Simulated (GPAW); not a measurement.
Set up this calculation in GPAW 26.7.0, as an ASE script.

```yaml
Task: single point
Functional: PBE
Potentials_or_basis: GPAW PAW data sets (gpaw-data 1.2.1)
Cutoff: 600 eV
Basis: pw
k_mesh: 8 × 8 × 8
Occupations: gaussian, width 0.028 eV
Spin: no spin polarisation
Maxiter: 150
```

The structure of ZnSe (Stilleite) lies in ZnSe.xyz:

```xyz
2
Lattice="0.0000000000 2.8338000000 2.8338000000 2.8338000000 0.0000000000 2.8338000000 2.8338000000 2.8338000000 0.0000000000" Properties=species:S:1:pos:R:3 pbc="T T T"
Se     4.2507000000      4.2507000000      4.2507000000
Zn     0.0000000000      0.0000000000      0.0000000000
```

One way to write it, as run:

run.py

```python
from ase.dft.bandgap import bandgap
from ase.io import read, write
from ase.units import GPa
from gpaw import GPAW, PW

atoms = read('ZnSe.xyz')

calc = GPAW(mode=PW(600),
            xc='PBE',
            kpts={'size': (8, 8, 8), 'gamma': True},
            occupations={'name': 'methfessel-paxton', 'order': 0, 'width': 0.028000000000000004},
            nbands=18,
            convergence={'density': 1e-05, 'energy': 1e-05},
            maxiter=150,
            txt='gpaw.txt')
atoms.calc = calc
energy = atoms.get_potential_energy()
forces = atoms.get_forces()
stress = atoms.get_stress()
calc.write('gs.gpw')
write('result.traj', atoms)
print(f'Energy: {energy:.6f} eV')
print('Forces (eV/A):')
print(forces.round(4))
print('Stress (GPa):', (stress / GPa).round(3))
print('Fermi level:', round(calc.get_fermi_level(), 4), 'eV')
print(f'Gap: {bandgap(calc)[0]:.4f} eV, direct: {bandgap(calc, direct=True)[0]:.4f} eV')
```

Potentials or basis: GPAW PAW data sets (gpaw-data 1.2.1), pw.

The run is started by

```sh
$ OMP_NUM_THREADS=1 python run.py
```

It gave:

| Property | Result |
| --- | --- |
| Pressure | 2.1 GPa |
| Band gap on the k mesh | 1.30 eV, direct |

Wall time 18 s on 1 thread of Intel(R) Xeon(R) Platinum 8259CL CPU @ 2.50GHz (Skylake/Cascade Lake) (shared host), peak memory 0.16 GiB.
